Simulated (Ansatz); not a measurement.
# SnSe (rocksalt type): a single-point run

Wanted: a converged single-point run for SnSe (rocksalt type), and a check of what comes out. The structure is shown as the input types it.

Computed with Ansatz 0.2.0 (DFT, PBE, all-electron LAPW, scalar-relativistic, unless a step's input says otherwise).

## Step 1: Starting point

The structure is cubic, space group Fm-3m (No. 225). The conventional cell has a = 5.224 Å, b = 5.224 Å, c = 5.224 Å, α = 90.00°, β = 90.00°, γ = 90.00°. Sn (site symmetry m-3m) is surrounded by 6 Se at 2.61 Å. Se (site symmetry m-3m) has 6 Sn at 2.61 Å as nearest neighbours.

As a file:

```
Sn Se
1.0
     0.00000    2.61199    2.61199
     2.61199    0.00000    2.61199
     2.61199    2.61199    0.00000
Sn Se
1 1
Direct
  0.00000 0.00000 0.00000
  0.50000 0.50000 0.50000
```

## Step 2: Input and run

Input file input.yaml:

```yaml
crystal:
  lattice:
    - [0.0, 2.611991702, 2.611991702]
    - [2.611991702, 0.0, 2.611991702]
    - [2.611991702, 2.611991702, 0.0]
  atoms:
    - { symbol: Sn, position: [0.0, 0.0, 0.0] }
    - { symbol: Se, position: [0.5, 0.5, 0.5] }
kpoints:
  mp_grid: { grid: [14, 14, 14] }
scf:
  occupations: { method: fermi_dirac, width: 5.0 }
  max_iter: 75
hamiltonian:
  xc: pbe
  pseudopotentials: { kind: all_electron, lapw: { basis_error: 0.001 } }
output:
  forces: true
  stress: true
  eigenvalues: true
  populations: true
```

Started as:

```sh
ansatz run input.yaml --threads 1 --pin off --max-ram 2048MiB --backend cpu --events-out ev --progress --plain --runs-dir out
```

Q: Will this input give a usable result? If not, why, and what should change?

This run ends as converged. It gives a pressure of 130 GPa, which is large; a structure far from rest gives such values too, whatever the setting.

In the input, scf.occupations.width is 5.0. A smearing this wide moves electrons out of filled levels into empty ones. A Fermi-Dirac width of 5 eV is an electron temperature of 58000 K.

Run again and compare: set scf.occupations.width to 0.1.
